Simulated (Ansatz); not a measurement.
# Tm (Im-3m) in Ansatz: single point with revPBE+D3(BJ)

Aim: the single point of Tm with revPBE+D3(BJ).

Program: Ansatz 0.2.0. These are calculated values, not measurements. Logs are shortened: lines on timing, memory, paths and dates and some standing lists are left out, and cuts for length are marked.

## Step 1: The structure

Symmetry: Im-3m, No. 229, cubic system. The conventional cell has a = 3.941 Å, b = 3.941 Å, c = 3.941 Å, α = 90.00°, β = 90.00°, γ = 90.00°. Tm (site symmetry m-3m) has 8 Tm at 3.41 Å as nearest neighbours.

This isn't the form of Tm at room conditions, which is hcp.

## Step 2: Single point, revPBE+D3(BJ), collinear spin, ferromagnetic start, 30.61 Å³/atom

File input.yaml:

```yaml
crystal:
  lattice:
    - [-1.9705499473, 1.9705499473, 1.9705499473]
    - [1.9705499473, -1.9705499473, 1.9705499473]
    - [1.9705499473, 1.9705499473, -1.9705499473]
  atoms:
    - { symbol: Tm, position: [0.0, 0.0, 0.0], spin: 2.0 }
hamiltonian:
  xc: revpbe
  pseudopotentials: { kind: paw, accuracy: stringent }
  dispersion: d3bj
magnetization:
  spin_polarized: true
kpoints:
  mp_grid: { grid: [10, 10, 10] }
scf:
  occupations: { method: gaussian, width: 0.05 }
output:
  forces: true
  stress: true
  eigenvalues: true
  write_density: true
  write_potential: true
  elf: true
  volumetric_format: npy
```

Potentials or basis: SSSP precision PAW.

The run is started by

```sh
ansatz run input.yaml --threads 2 --pin off --max-ram 5120MiB --backend cpu --events-out ev --progress --plain --runs-dir out
```

Log:

```text
Warning: the checks of this Tm dataset prove no rule for summing its radial tables, as where they were carried onto another mesh than they were made on, and Gregory's rule is taken, under which a leading mesh point left out moves its sums only by what lay on the interval it spanned. That does not make them correct, and they differ from Quantum ESPRESSO's on this file; a re-export a fraction of a mesh step off can move them. hamiltonian.pseudopotentials.radial_quadrature: simpson_from_first_knot sums it by `pw.x`'s rule; on a PAW file no value gives `pw.x`'s numbers. What more to know: hamiltonian.pseudopotentials.radial_quadrature, in the input reference
Warning: The stringent table, which hamiltonian.pseudopotentials names, holds the potential of the library's standard table for Tm (one content_sha256, or a second file that the publisher made of the same generator input, which states another). The run takes no other species from the library, so that hamiltonian.pseudopotentials.accuracy: standard would change no potential of it. The deck needs no change, but a comparison with a run at hamiltonian.pseudopotentials.accuracy: standard does not test the potential of Tm. With hamiltonian.pseudopotentials.accuracy and source left out a run reads another potential of Tm, from this project's own files. To test it, run on another potential, such as that of hamiltonian.pseudopotentials: {kind: paw}
Warning: RAYON_NUM_THREADS=2 ignored (pool sized by the plan → 2); use --threads N
Engine: ansatz 0.2.0, aarch64-unknown-linux-gnu
Pseudopotentials: kind: paw
Pseudopotential: Tm, paw, valence charge 23, recommended cutoff 544.227725 eV (normal), Tm.paw.azcp
Functional definition: revPBE
  parameter kappa = 1.245
  parameter beta = 0.06672455060314922
  exchange = pbe_x(kappa = kappa, mu = beta*pi^2/3)
  correlation = pbe_c(beta = beta)
Crystal: 1 atoms, lattice volume = 30.607 Å³
Basis set: ecut = 544.227725 eV, 935 PW (Γ), exchange–correlation on 90×90×90 points (8 copies of the dense FFT grid, shifted against one another)
Bands: 17, of which v1, the nominal top of the filled ones, is band 12 counted from 1 (11 counted from 0)
Symmetry: 48 space group operations
Space group: Im-3m (ITA 229), of the structure as read, at distance tolerance 3.1e-5 Å
Magnetic group: BNS 229.140 (UNI 1642), of the structure as read, at distance tolerance 3.1e-5 Å
k-points: 47 of 1000
Non-local potential: Tm, projectors of the file, l = 0: 2, l = 1: 2, l = 2: 2, l = 3: 2
PAW form: compensated (Kresse and Joubert's): semilocal exchange-correlation on the pseudo side sees the compensation charge
PAW frozen core: Tm, regenerated for the run's functional, and the local potential with it (the file was generated under x = pbe(κ = 0.804, μ = 0.2195149727645171), c = pbe(β = 0.06672455060314922))
PAW one-centre angular grid: Tm, 590 points (default); XC on 96 Gauss nodes
Initial density: superposition of atomic densities (chi_scale 0.1, normalization cell)
Initial wavefunctions: pseudopotential atomic-orbital guess
Functional: x = revpbe(κ = 1.245, μ = 0.2195149727645171), c = pbe(β = 0.06672455060314922)
SCF iter   1: F=—  HF=-12887.600886 eV  |F-HF|=—  |Δ(HF+E_count)|=         —  Δρ=2.63e-2 (↑1.40e-2 ↓2.63e-2)  dr2=8.82e-2  dr2_m=9.48e-2  M=1.603 μB ∫|m|=1.750 μB  β_m=0.30  ethr=3.10e-3  ⟨swp⟩=7.6  Hψ=9922  notcnv=0
preconditioner: auto → Kerker (q_TF=auto, 2.601 Å⁻¹)  [metal: Δε(μ)=0.026 eV  Ē_g=12.750 eV  σ=0.050 eV  W_gap=0.28  n_scr=12 (ndim 8)  ℏωp=30.8 eV  f_vac=0.000  D(μ)=0.78/eV (n_scr^D=0)]
spin=Collinear: Kerker preconditioning applied to the charge; magnetization (m = ρ↑ − ρ↓) channel mixes plain (no charge-response kernel on spin).
SCF iter   2: F=—  HF=-12886.772930 eV  |F-HF|=—  |Δ(HF+E_count)|=   8.28e-1  Δρ=2.21e-2 (↑1.34e-2 ↓2.21e-2)  dr2=4.68e-2  dr2_m=7.88e-2  M=1.505 μB ∫|m|=1.733 μB  β_m=0.50  ethr=3.83e-4  ⟨swp⟩=2.6  Hψ=3514  notcnv=0  defer=108
preconditioner: auto → none  [insulator: Δε(μ)=0.068 eV  Ē_g=12.421 eV  σ=0.050 eV  W_gap=0.58  n_scr=12 (ndim 8)  ℏωp=30.8 eV  f_vac=0.000  D(μ)=0.67/eV (n_scr^D=0)  ε∞_Penn≈7.1]
SCF iter   3: F=—  HF=-12886.105175 eV  |F-HF|=—  |Δ(HF+E_count)|=   6.68e-1  Δρ=2.04e-2 (↑2.76e-3 ↓2.04e-2)  dr2=1.24e-1  dr2_m=2.83e-2  M=1.270 μB ∫|m|=1.602 μB  β_m=0.42  ethr=2.04e-4  ⟨swp⟩=3.2  Hψ=3375  notcnv=0  defer=108
SCF iter   4: F=—  HF=-12884.482531 eV  |F-HF|=—  |Δ(HF+E_count)|=    1.62e0  Δρ=5.92e-3 (↑5.92e-3 ↓2.48e-3)  dr2=8.48e-3  dr2_m=2.11e-3  M=1.094 μB ∫|m|=1.475 μB  β_m=0.57  ethr=2.04e-4  ⟨swp⟩=4.7  Hψ=5098  notcnv=0  defer=113
SCF iter   5: F=—  HF=-12884.498564 eV  |F-HF|=—  |Δ(HF+E_count)|=         —  Δρ=1.22e-2 (↑1.02e-3 ↓1.22e-2)  dr2=4.81e-3  dr2_m=1.08e-2  M=1.118 μB ∫|m|=1.468 μB  β_m=0.57  ethr=3.69e-5  ⟨swp⟩=2.3  Hψ=3345  notcnv=0  defer=95
Mixer restart at iter 5: flushing history
SCF iter   6: F=—  HF=-12884.562328 eV  |F-HF|=—  |Δ(HF+E_count)|=         —  Δρ=1.11e-2 (↑1.08e-3 ↓1.11e-2)  dr2=3.18e-2  dr2_m=9.64e-3  M=1.065 μB ∫|m|=1.379 μB  β_m=0.57  ethr=2.09e-5  ⟨swp⟩=2.4  Hψ=3158  notcnv=0  defer=95
[...]
SCF 1 converged in 16 iterations: F = -12884.588281 eV  dr2 = 6.49e-9
[...]
SCF iter   5: F=—  HF=-12884.539396 eV  |F-HF|=—  |Δ(HF+E_count)|=         —  Δρ=1.23e-2 (↑5.55e-4 ↓1.23e-2)  dr2=5.18e-3  dr2_m=1.09e-2  M=1.155 μB ∫|m|=1.478 μB  β_m=0.51  ethr=2.69e-5  ⟨swp⟩=3.0  Hψ=5102  notcnv=0  defer=129
Mixer restart at iter 5: flushing history
iteration 5: the lowest order of the open f orbitals that was found in this iteration's bands is taken; the next order that was found lies 66 meV over it there
SCF iter   6: F=—  HF=-12884.564527 eV  |F-HF|=—  |Δ(HF+E_count)|=         —  Δρ=1.94e-2 (↑2.37e-3 ↓1.94e-2)  dr2=9.68e-2  dr2_m=3.11e-2  M=1.055 μB ∫|m|=1.323 μB  β_m=0.51  ethr=2.25e-5  ⟨swp⟩=2.7  Hψ=4335  notcnv=0  defer=117
Mixer restart at iter 6: flushing history
SCF iter   7: F=—  HF=-12884.629449 eV  |F-HF|=—  |Δ(HF+E_count)|=         —  Δρ=1.56e-2 (↑1.35e-2 ↓1.56e-2)  dr2=2.13e-1  dr2_m=1.14e-3  M=1.117 μB ∫|m|=1.429 μB  β_m=0.51  ethr=2.25e-5  ⟨swp⟩=5.8  Hψ=7682  notcnv=0  defer=134
Mixer restart at iter 7: flushing history
SCF iter   8: F=—  HF=-12884.655086 eV  |F-HF|=—  |Δ(HF+E_count)|=   2.56e-2  Δρ=1.33e-2 (↑1.24e-2 ↓1.33e-2)  dr2=1.62e-1  dr2_m=2.40e-4  M=1.116 μB ∫|m|=1.399 μB  β_m=0.39  ethr=2.25e-5  ⟨swp⟩=5.5  Hψ=9120  notcnv=0  defer=107
SCF iter   9: F=—  HF=-12884.587052 eV  |F-HF|=—  |Δ(HF+E_count)|=   6.80e-2  Δρ=1.71e-3 (↑1.10e-3 ↓1.71e-3)  dr2=2.23e-4  dr2_m=3.32e-4  M=1.123 μB ∫|m|=1.421 μB  β_m=0.70  ethr=2.25e-5  ⟨swp⟩=3.2  Hψ=6321  notcnv=0  defer=106
SCF iter  10: F=—  HF=-12884.590844 eV  |F-HF|=—  |Δ(HF+E_count)|=   3.79e-3  Δρ=1.79e-3 (↑6.11e-4 ↓1.79e-3)  dr2=1.43e-3  dr2_m=1.06e-4  M=1.138 μB ∫|m|=1.442 μB  β_m=0.82  ethr=9.70e-7  ⟨swp⟩=2.4  Hψ=4451  notcnv=0  defer=106
SCF iter  11: F=—  HF=-12884.591248 eV  |F-HF|=—  |Δ(HF+E_count)|=   4.04e-4  Δρ=6.02e-4 (↑2.27e-4 ↓6.02e-4)  dr2=5.61e-5  dr2_m=4.72e-5  M=1.140 μB ∫|m|=1.444 μB  β_m=0.83  ethr=9.70e-7  ⟨swp⟩=3.0  Hψ=4312  notcnv=0  defer=106
SCF iter  12: F=—  HF=-12884.591616 eV  |F-HF|=—  |Δ(HF+E_count)|=   3.68e-4  Δρ=3.33e-4 (↑3.33e-4 ↓1.51e-4)  dr2=8.13e-6  dr2_m=1.51e-5  M=1.143 μB ∫|m|=1.448 μB  β_m=0.91  ethr=2.44e-7  ⟨swp⟩=2.9  Hψ=4114  notcnv=0  defer=106
SCF iter  13: F=—  HF=-12884.591743 eV  |F-HF|=—  |Δ(HF+E_count)|=   1.26e-4  Δρ=3.14e-5 (↑2.89e-5 ↓3.14e-5)  dr2=7.99e-8  dr2_m=1.79e-7  M=1.148 μB ∫|m|=1.455 μB  β_m=0.96  ethr=3.53e-8  ⟨swp⟩=3.2  Hψ=4244  notcnv=0  defer=106
SCF iter  14: F=—  HF=-12884.591745 eV  |F-HF|=—  |Δ(HF+E_count)|=   2.01e-6  Δρ=2.72e-5 (↑9.82e-6 ↓2.72e-5)  dr2=4.16e-8  dr2_m=8.25e-8  M=1.148 μB ∫|m|=1.456 μB  β_m=0.98  ethr=3.48e-10  ⟨swp⟩=3.3  Hψ=4659  notcnv=0  defer=106
SCF iter  15: F=—  HF=-12884.591747 eV  |F-HF|=—  |Δ(HF+E_count)|=   2.02e-6  Δρ=2.33e-5 (↑9.91e-6 ↓2.33e-5)  dr2=2.24e-7  dr2_m=1.68e-8  M=1.148 μB ∫|m|=1.455 μB  β_m=0.92  ethr=1.81e-10  ⟨swp⟩=3.8  Hψ=5231  notcnv=0  defer=106
SCF iter  16: F=—  HF=-12884.591747 eV  |F-HF|=—  |Δ(HF+E_count)|=   3.29e-7  Δρ=9.76e-6 (↑1.58e-6 ↓9.76e-6)  dr2=3.43e-8  dr2_m=5.26e-9  M=1.148 μB ∫|m|=1.455 μB  β_m=0.96  ethr=1.81e-10  ⟨swp⟩=3.2  Hψ=4184  notcnv=0  defer=106
SCF iter  17: F=—  HF=-12884.591747 eV  |F-HF|=—  |Δ(HF+E_count)|=   8.63e-8  Δρ=1.48e-6 (↑1.95e-7 ↓1.48e-6)  dr2=6.60e-10  dr2_m=1.53e-10  M=1.148 μB ∫|m|=1.455 μB  β_m=0.98  ethr=1.49e-10  ⟨swp⟩=2.5  Hψ=3798  notcnv=0  defer=106
SCF iter  18: F=-12884.591747 eV  HF=-12884.591747 eV  |F-HF|=0.00e0  |Δ(HF+E_count)|=   2.21e-9  Δρ=1.26e-7 (↑5.91e-8 ↓1.26e-7)  dr2=3.42e-12  dr2_m=1.69e-12  M=1.148 μB ∫|m|=1.455 μB  ethr=2.87e-12  ⟨swp⟩=10.9  Hψ=15162  notcnv=0
SCF 2 converged in 18 iterations: F = -12884.591747 eV  dr2 = 3.42e-12
SCF converged after 18 iterations
Magnetization: 1.1484 μB (12.0742 up, 10.9258 down)
Absolute magnetization: 1.4564 μB (∫|ρ↑−ρ↓|, with the PAW one-centre terms)
Spin contamination: 0.1108 ħ² per cell (⟨S²⟩ above its minimum at these occupations)
Per-site moments (μB) at R_I (Å): [(1.250099574135138, 1.4079007088750068)]
Free energy (F): -12884.591747 eV
Harris-Foulkes:  -12884.591747 eV  (|F-HF|=0.00e0)
Internal energy: -12884.574572 eV  (E = F + TS)
E sigma→0 (E₀):  -12884.583160 eV
Entropy (-TS):   -0.017175 eV (-17.175 meV/atom)
Fermi energy:    13.448642 eV
--- Per-component energies (eV) ---
  E_band       = 50.593113
  E_kinetic    = 295.872711
  E_local      = -4812.257446  (includes V_loc(G=0)·N_el)
  E_nonlocal   = 302.329663
  E_hartree    = 1975.633535
  E_xc         = -485.349743
  E_vxc        = -633.314110  (∫ρ·V_xc dr)
  E_paw        = -6643.142213  (= ΣΔE_a)
  E_vpaw       = 946.695227  (= ΣTr[D̂ρ^β])
  E_aug_tail   = 0.000152  (compensation charges beyond the density's cutoff)
  E_ewald      = -3516.980406
  E_disp       = -0.567201  (pairwise vdW)
  E_core_change = -0.113624  (= ΣΔE_core)
  E_smearing   = -0.017175  (= −TS)
  E_closure    = -0.000000  (closes the sum)
  Σ components = -12884.591747   (vs F -12884.591747, Δ=0.00e0)
--- Forces (eV/Å), atoms counted from 1 ---
  atom   1  Tm    -0.00000000    -0.00000000     0.00000000
  max |Σ_I F_I| component: 4.47e-30 eV/Å
--- Stress (GPa, compression-positive) ---
        0.336783      -0.000000      -0.000000
       -0.000000       0.336783       0.000000
        0.000000      -0.000000       0.336783
  P = ⅓ Tr σ = 0.3368 GPa (3.368 kbar)
--- Band table (eV; the first three rows and the last of 122) ---
  k-point 0 ↑: bands = ["-37.3262", "-10.1959", "-10.1959", "-10.1959", "8.1498", "11.7851", "11.7851", "11.7851", "12.3429", "12.3429", "12.3429", "12.3743", "16.2974", "16.2974", "16.2974", "18.4978", "18.4978"]
  k-point 1 ↑: bands = ["-37.3221", "-10.2563", "-10.2146", "-10.1962", "8.4405", "11.7872", "11.7895", "11.7933", "12.3328", "12.3369", "12.3385", "12.3608", "16.0725", "16.1669", "16.6067", "18.1835", "18.5013"]
  k-point 2 ↑: bands = ["-37.3115", "-10.4105", "-10.2632", "-10.1969", "9.2455", "11.7942", "11.8027", "11.8167", "12.3012", "12.3090", "12.3278", "12.3550", "15.5547", "15.5820", "17.4949", "18.0248", "18.5680"]
  k-point 60 ↓: bands = ["-36.6953", "-10.2553", "-10.2553", "-10.2553", "12.3259", "12.3259", "12.7470", "12.9290", "12.9290", "12.9290", "13.5328", "13.5328", "13.5328", "19.7654", "19.7654", "19.7654", "20.8947"]
```

Wall time 23 s (2 threads of Arm Neoverse V1, shared host); peak memory 0.45 GiB.

Results:

| Quantity | Value |
| --- | --- |
| Free energy | -12884.5917 eV |
| Pressure | 0.3 GPa |
| Band gap on the k mesh | none (metal or under the smearing width) |
| Net moment | 1.15 μB per cell |
| Absolute moment | 1.46 μB per cell |
| Site moments | Tm +1.25 μB |

Caveat: the magnetic or orbital state may not be the lowest; spin-orbit coupling is left out, which moves the levels of the heavy elements; pairwise dispersion overbinds metals, which lowers pressure and volume.
